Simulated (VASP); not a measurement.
MoSe2:

```xyz
6
Lattice="3.2880 0.0000 0.0000 -1.6440 2.8475 0.0000 0.0000 0.0000 12.9000" Properties=species:S:1:pos:R:3 pbc="T T T"
Mo    0.0000    1.8983    3.2250
Mo    1.6440    0.9492    9.6750
Se    0.0000    1.8983    8.0625
Se    1.6440    0.9492    1.6125
Se    0.0000    1.8983   11.2875
Se    1.6440    0.9492    4.8375
```

```yaml
Program: VASP 6.6.1
Task: relaxation of cell and atoms
Functional: rev-vdW-DF2
Potentials_or_basis: VASP PAW PBE potentials, release 64 (Mo_sv, Se)
Cutoff: 600 eV
k_mesh: 9 × 9 × 2
Occupations: gaussian, width 0.03 eV
Spin: no spin polarisation
```

At the start: pressure 6.8 GPa; volume 20.13 Å³/atom.

Task: How do energy, volume and symmetry change on relaxing?

Result: Over 16 steps the energy falls by 28.6 meV/atom and the volume is 20.53 Å³/atom (+2.0 %); space group P6_3/mmc (No. 194, to 0.05 Å).

Step by step:
```
step  energy change (eV)  largest force (eV/Å)  pressure (GPa)  volume (Å³)
   1              0.0000                1.2472            6.75       120.78
   2              0.4134                1.6481          -10.99       136.18
   3             -0.1638                0.0518           -0.78       125.79
   4             -0.1641                0.0969           -0.49       125.57
   5             -0.1641                0.1171           -0.38       125.48
   6             -0.1688                0.0645           -0.01       124.66
   7             -0.1689                0.0539            0.07       124.49
   8             -0.1693                0.0080           -0.20       124.57
   9             -0.1694                0.0019           -0.26       124.58
  10             -0.1696                0.0025           -0.25       124.51
  11             -0.1702                0.0023           -0.25       124.30
  12             -0.1712                0.0035           -0.17       123.87
  13             -0.1717                0.0054           -0.06       123.00
  14             -0.1717                0.0048           -0.09       123.24
  15             -0.1717                0.0130            0.07       123.12
  16             -0.1718                0.0057            0.00       123.17
```

Final structure:
```xyz
6
Lattice="3.3036 0.0000 0.0000 -1.6518 2.8610 0.0000 0.0000 0.0000 13.0316" Properties=species:S:1:pos:R:3 pbc="T T T"
Mo    0.0000    1.9073    3.2579
Mo    1.6518    0.9537    9.7737
Se    0.0000    1.9073    8.0969
Se    1.6518    0.9537    1.5811
Se    0.0000    1.9073   11.4504
Se    1.6518    0.9537    4.9346
```

Caveat: the PAW data sets were made with another functional, which shifts forces and pressure a little.
